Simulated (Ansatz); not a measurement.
Re:

```
Re
1.0
     2.76080    0.00000    0.00000
    -1.38040    2.39092    0.00000
     0.00000    0.00000    4.45820
Re
2
Direct
  0.66667 0.33333 0.75000
  0.33333 0.66667 0.25000
```

```yaml
Program: Ansatz 0.2.0
Task: relaxation of cell and atoms
Functional: PBE
Potentials_or_basis: Ansatz PAW
Cutoff: "420 eV (not typed: the program's choice for these potentials)"
k_mesh: 11 × 11 × 6
Occupations: fermi-dirac, width 0.05 eV
Spin: no spin polarisation
```

At the start: volume 14.71 Å³/atom.

**Question.** Where does the relaxation end?

**Answer.** It ends after 4 steps and the volume is 14.95 Å³/atom (+1.6 %); space group P6_3/mmc (No. 194, to 0.05 Å).

Step by step:
```tsv
step	energy change (eV)	largest force (eV/Å)	volume (Å³)
1	0.0000	0.0000	29.43
2	-0.0082	0.0000	29.93
3	-0.0083	0.0000	29.90
4	-0.0087	0.0000	29.90
```

Final structure:
```
CELL_PARAMETERS angstrom
2.77478 0.00000 0.00000
-1.38739 2.40303 0.00000
0.00000 0.00000 4.48450
ATOMIC_POSITIONS crystal
Re 0.66667 0.33333 0.75000
Re 0.33333 0.66667 0.25000
```

Caveat: the plane-wave basis is chosen anew once the cell has moved, so the energies of steps on either side of that aren't comparable.
